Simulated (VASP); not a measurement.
A run of VASP 6.6.1 is set up as follows.

The input POSCAR:

```
Hf
1.0
   -1.8050000000      1.8050000000      1.8050000000
    1.8050000000     -1.8050000000      1.8050000000
    1.8050000000      1.8050000000     -1.8050000000
Hf
1
Direct
    0.0000000000      0.0000000000      0.0000000000
```

The input INCAR.step1:

```
SYSTEM = Hf
PREC = Accurate
ENCUT = 520
EDIFF = 1E-5
ISMEAR = -1
SIGMA = 0.05
LREAL = .False.
LASPH = .True.
NELM = 80
ALGO = Normal
ISIF = 2
LWAVE = .True.
LCHARG = .False.
GGA = PE
```

The input INCAR.step2:

```
SYSTEM = Hf
PREC = Accurate
ENCUT = 520
EDIFF = 1E-6
ISMEAR = -1
SIGMA = 0.05
LREAL = .False.
LASPH = .True.
NELM = 80
ALGO = Normal
ISIF = 2
LWAVE = .False.
LCHARG = .False.
METAGGA = MBJ
ISTART = 1
```

The input KPOINTS:

```
regular mesh
0
Gamma
  10 10 10
  0 0 0
```

Potentials or basis: VASP PAW PBE potentials, release 64 (Hf_pv).

Launch:

```console
$ cat potpaw_PBE.64/Hf_pv/POTCAR > POTCAR
$ cp INCAR.step1 INCAR
$ mpirun -np 1 vasp_std > vasp.out
$ cp INCAR.step2 INCAR
$ mpirun -np 1 vasp_std > vasp.out
```

Q: Predict the band gap on the k mesh.

A: None (metal or under the smearing width).

 Spin-orbit coupling is left out, which matters for the levels of Hf.
